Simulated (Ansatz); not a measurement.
# Al (Fm-3m): electronic heat capacity and spin susceptibility from the density of states

Method: DFT PBE, scalar-relativistic, plane waves, PAW in Ansatz 0.2.0.

Settings: cutoff 420 eV, Γ-centred mesh 18×18×18 on the computed 1-atom cell, Gaussian smearing of 0.10 eV; no spin polarisation.

Relaxed cell: Fm-3m, a = 4.041 Å, b = 4.041 Å, c = 4.041 Å, α = 90.00°, β = 90.00°, γ = 90.00°, 1 atom in the primitive cell.

The density of states at the Fermi level is 0.388 states/eV in the cell of 1 atom (1 formula unit; both spins, tetrahedra on a 27×27×27 mesh).

Problem. What Sommerfeld coefficient and Pauli susceptibility does this give?

Solution. Per formula unit N(E_F) = 0.388 states/eV. γ = (π²/3) k_B² N(E_F) N_A = 2.357 mJ/(mol K²) per state/eV, so γ = 0.9 mJ/(mol K²), a mole of formula units. χ_P = μ_B² N(E_F) N_A = 3.23×10⁻⁵ emu/mol per state/eV gives 1.3×10⁻⁵ emu/mol. This is the bare band result: a measured γ of the same phase is as a rule larger by a factor 1 + λ from phonons and spin fluctuations, the spin part of χ is larger by the Stoner factor, and a measured χ also holds orbital and core terms. N(E_F) at one energy is sensitive to the mesh where the density of states has sharp peaks.